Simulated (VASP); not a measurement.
A run of VASP 6.6.1 is set up as follows.

The input INCAR:

```
SYSTEM = Si2W
PREC = Accurate
ENCUT = 520
EDIFF = 1E-6
ISMEAR = 0
SIGMA = 0.1
LREAL = .FALSE.
LASPH = .TRUE.
NELM = 120
ALGO = Normal
ISIF = 3
LWAVE = .FALSE.
LCHARG = .FALSE.
GGA = PE
IBRION = 2
NSW = 90
EDIFFG = -0.01
```

Contents of KPOINTS:

```
Automatic mesh
0
G
  15 15 15
  0 0 0
```

The input POSCAR:

```
Si2W
1.0
   -1.6069000000      1.6069000000      3.9149500000
    1.6069000000     -1.6069000000      3.9149500000
    1.6069000000      1.6069000000     -3.9149500000
Si W
2 1
Direct
    0.3347000000      0.3347000000      0.0000000000
    0.6653000000      0.6653000000      0.0000000000
    0.0000000000      0.0000000000      0.0000000000
```

Potentials or basis: VASP PAW PBE potentials, release 64 (Si, W_sv).

Command:

```console
$ cat potpaw_PBE.64/Si/POTCAR potpaw_PBE.64/W_sv/POTCAR > POTCAR
$ mpirun -np 1 vasp_std > vasp.out
```

Q: Predict the relaxed volume.

A: 13.67 Å³/atom.

Q: What does it give for the band gap on the k mesh?

A: None (metal or under the smearing width).

Q: Estimate the space group after relaxing (to 0.05 Å).

A: I4/mmm (No. 139).

Q: Estimate the relaxed cell.

A: a = 4.548 Å, b = 4.548 Å, c = 4.548 Å, α = 138.41°, β = 138.41°, γ = 60.28°.

Final structure:
```cif
data_structure
_symmetry_space_group_name_H-M 'P 1'
_symmetry_Int_Tables_number 1
_cell_length_a 4.5480
_cell_length_b 4.5480
_cell_length_c 4.5480
_cell_angle_alpha 138.405
_cell_angle_beta 138.405
_cell_angle_gamma 60.283
_cell_volume 41.02
loop_
_atom_site_label
_atom_site_type_symbol
_atom_site_fract_x
_atom_site_fract_y
_atom_site_fract_z
_atom_site_occupancy
Si1 Si 0.33457 0.33457 0.00000 1
Si2 Si 0.66543 0.66543 0.00000 1
W1 W 0.00000 0.00000 0.00000 1
```

The run has no spin-orbit coupling, so splittings on W are missing. PBE usually gives volumes a little too large and moduli too small.
